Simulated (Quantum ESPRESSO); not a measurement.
**C: band structure with SCAN**

C:

```
C
1.0
     0.00000    1.78337    1.78337
     1.78337    0.00000    1.78337
     1.78337    1.78337    0.00000
C
2
Direct
  0.75000 0.75000 0.75000
  0.50000 0.50000 0.50000
```

This isn't the form of C at room conditions, which is graphite.

| Property | Result |
| --- | --- |
| Program | Quantum ESPRESSO 7.5 |
| Task | band structure |
| Functional | SCAN |
| Potentials or basis | SG15 PBE 1.2 |
| Cutoff | 1197 eV |
| Density cutoff | 4789 eV |
| k mesh | 10 × 10 × 10 |
| Occupations | fermi-dirac, width 0.05 eV |
| Spin | no spin polarisation |
| Symmetry | off |
| Mixing beta | 0.5 |
| Most SCF iterations | 120 |
| SCF threshold | 1e-08 Ry |

```
Pressure                : -4.1 GPa
Band gap on the k mesh  : 4.51 eV, indirect (least direct gap 6.16 eV)
Band gap along the path : 4.48 eV, indirect (least direct gap 6.16 eV)
```

Levels at the corners of the path, in eV from the valence-band top:
| point | band 1 | band 2 | band 3 | band 4 | band 5 | band 6 | band 7 | band 8 |
| --- | --- | --- | --- | --- | --- | --- | --- | --- |
| Γ | -22.55 | 0.00 | 0.00 | 0.00 | 6.16 | 6.16 | 6.16 | 13.86 |
| X | -13.49 | -13.48 | -6.53 | -6.53 | 5.11 | 5.13 | 18.14 | 18.14 |
| W | -12.73 | -12.71 | -8.57 | -8.57 | 11.36 | 11.36 | 13.10 | 13.13 |
| K | -13.79 | -12.40 | -9.59 | -5.56 | 6.10 | 11.44 | 15.49 | 16.74 |
| Γ | -22.55 | 0.00 | 0.00 | 0.00 | 6.16 | 6.16 | 6.16 | 13.86 |
| L | -16.64 | -13.90 | -2.90 | -2.90 | 9.15 | 9.15 | 9.19 | 16.84 |
| U | -13.79 | -12.40 | -9.59 | -5.56 | 6.10 | 11.44 | 15.49 | 16.74 |
| W | -12.73 | -12.71 | -8.57 | -8.57 | 11.36 | 11.36 | 13.10 | 13.13 |
| L | -16.64 | -13.90 | -2.90 | -2.90 | 9.15 | 9.15 | 9.19 | 16.84 |
| K | -13.79 | -12.40 | -9.59 | -5.56 | 6.10 | 11.44 | 15.49 | 16.74 |
| U | -13.79 | -12.40 | -9.59 | -5.56 | 6.10 | 11.44 | 15.49 | 16.74 |
| X | -13.49 | -13.48 | -6.53 | -6.53 | 5.11 | 5.13 | 18.14 | 18.14 |

Wall time 4.5 min on 1 thread of Arm Neoverse V1, with other jobs on the host, peak memory 0.11 GiB.

Caveat: the potentials were made for another functional, which shifts forces and pressure. SCAN opens gaps a little over a GGA but as a rule still falls short of measured ones.
